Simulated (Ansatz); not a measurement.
Reactions of `FC(F)C1OC1F`.

Program: Ansatz. Geometries: PBE0-D4/def2-TZVP. ΔE: electronic, gas phase. CCSD(T)/CBS is the MP2 limit (def2-TZVPP, def2-QZVPP) plus CCSD(T) − MP2 in def2-TZVPP, frozen cores. This one scheme is used for every species, atoms too. DFT in def2-TZVPP. Open shells (•) are unrestricted, without spin–orbit coupling. Spin–orbit coupling would lower the free atoms: a little for C, F, O. One conformer a species, not always the lowest.

```csv
reaction,B2PLYP (kJ/mol),ωB97M-V (kJ/mol),MP2/CBS(def2) (kJ/mol),CCSD(T)/CBS(def2) (kJ/mol)
`FC(F)[C@H]1O[C@H]1F` + H₂ → `FC(F)C1CO1` + H–F,-76,-70,-90,-84
`FC(F)[C@H]1O[C@H]1F` + H–F → `FC(F)F` + `FC1CO1`,-4,-2,14,9
`FC(F)[C@H]1O[C@H]1F` → `F[C@@H]1O[C@H]1F` + `[CH]F`,387,389,418,391
`FC(F)[C@H]1O[C@H]1F` + H₂ → `FC[C@@H]1O[C@H]1F` + H–F,-65,-58,-76,-71
`FC(F)[C@H]1O[C@H]1F` → 3 C• + 3 F• + 3 H• + O•,4069,4137,4278,4111
`FC(F)[C@H]1O[C@H]1F` + H₂O → `OC(F)F` + `FC1CO1`,-11,-8,2,0
`FC(F)[C@H]1O[C@H]1F` + H–F → `F[C@@H]1O[C@H]1F` + `FCF`,31,36,53,46
`FC(F)[C@H]1O[C@H]1F` → `F[C]F` + `FC1CO1`,247,248,272,253
`FC(F)[C@H]1O[C@H]1F` + H₂ → `FC1CO1` + `FCF`,-44,-35,-36,-38
```

Largest T1 diagnostic: 0.018, for `[CH]F`.
